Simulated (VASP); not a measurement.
Here is a VASP 6.6.1 calculation.

INCAR

```
  PREC = Accurate
  ENCUT = 750
  EDIFF = 1E-8
  ISMEAR = 0
  SIGMA = 0.05
  LREAL = False
  LASPH = True
  NELM = 120
  ALGO = Normal
  ISIF = 2
  LWAVE = False
  LCHARG = False
  LDIPOL = True
  IDIPOL = 3
  DIPOL = 0.5 0.5 0.500
  GGA = PE
  NBANDS = 72
  LVHAR = True
  LVACPOTAV = True
```

KPOINTS

```
Automatic mesh
0
Gamma
  13 13 1
```

The input POSCAR:

```
MoSe2
1.0
    3.2879993385      0.0000000000      0.0000000000
   -1.6439996692      2.8474909548      0.0000000000
    0.0000000000      0.0000000000     44.5750000000
Se Mo
8 4
Direct
    0.3333333333      0.6666666666      0.2467750981
    0.3333333333      0.6666666666      0.3191250701
    0.6666666667      0.3333333334      0.3914750421
    0.6666666667      0.3333333334      0.4638250140
    0.3333333333      0.6666666666      0.5361749860
    0.3333333333      0.6666666666      0.6085249579
    0.6666666667      0.3333333334      0.6808749299
    0.6666666667      0.3333333334      0.7532249019
    0.6666666667      0.3333333334      0.2829500841
    0.3333333333      0.6666666666      0.4276500280
    0.6666666667      0.3333333334      0.5723499720
    0.3333333333      0.6666666666      0.7170499159
```

Potentials or basis: VASP PAW PBE potentials, release 64 (Se, Mo_sv).

The run is started by

```sh
$ cat potpaw_PBE.64/Se/POTCAR potpaw_PBE.64/Mo_sv/POTCAR > POTCAR
$ mpirun -np 1 vasp_std > vasp.out
```

Problem. Estimate the largest force.

Solution. 1.235 eV/Å.

Problem. Estimate the band gap on the k mesh.

Solution. 0.99 eV, indirect (least direct gap 1.52 eV).

Problem. What does it give for the ionisation potential of the upper face?

Solution. 4.90 eV.

Forces in eV/Å, atoms in the order of the input:
```
Se   0.000  0.000 -1.235
Se   0.000  0.000  1.146
Se   0.000  0.000 -1.144
Se   0.000  0.000  1.143
Se   0.000  0.000 -1.143
Se   0.000  0.000  1.144
Se   0.000  0.000 -1.146
Se   0.000  0.000  1.235
Mo   0.000  0.000 -0.040
Mo   0.000  0.000  0.000
Mo   0.000  0.000  0.000
Mo   0.000  0.000  0.040
```

Caveat: the cell's inner coordinates are idealised or old, which leaves forces on the atoms. As with any semilocal functional, this PBE gap is likely too small.
